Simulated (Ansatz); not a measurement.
# NbP: strain energy, fitted

NbP, I4_1md, a = 3.347 Å, c = 11.428 Å. The structure is a Materials Project entry; whether it is the stable form wasn't checked. Ansatz: PBE, PAW, 420 eV, Γ-centred 10×10×4 mesh on 8 atoms, Gaussian smearing 0.10 eV; no spin polarisation. Series: strain along c alone, the other axes held, atoms relaxed; x is the strain in per cent. y is the free energy over the unstrained cell, V0 = 16.003 Å³/atom.

```
x (%) y (meV/atom)
 -3.0         12.77
 -2.0          5.73
 -1.0          1.53
  0.0          0.00
  1.0          1.07
  2.0             ?
  3.0         10.75
```

Fit y = c2 x² + c3 x³ to the other rows, turn c2 into a modulus, and predict the missing energy.

Least squares on the rows shown. y = 1.311 x² − 0.03864 x³. In eV per unit strain² c2 is 13.11; this is C33 with relaxed ions (E = ½ C33 V0 ε²): 2 × 13.11 × 160.2 / (16.003) = 262 GPa. The unstrained cell keeps some stress along the strain, worth a slope of -0.21 meV/atom per %, which the form leaves out. With a term in x⁴ added, the coefficient of x² becomes 1.373, 5 % more, which shows how far this figure hangs on the form. At x = 2.0 the fit asked for gives 4.93 meV/atom. The run gave 4.68 meV/atom, so the fit is 0.25 meV/atom too high, within twice the rms miss on the fitted rows (0.15 meV/atom).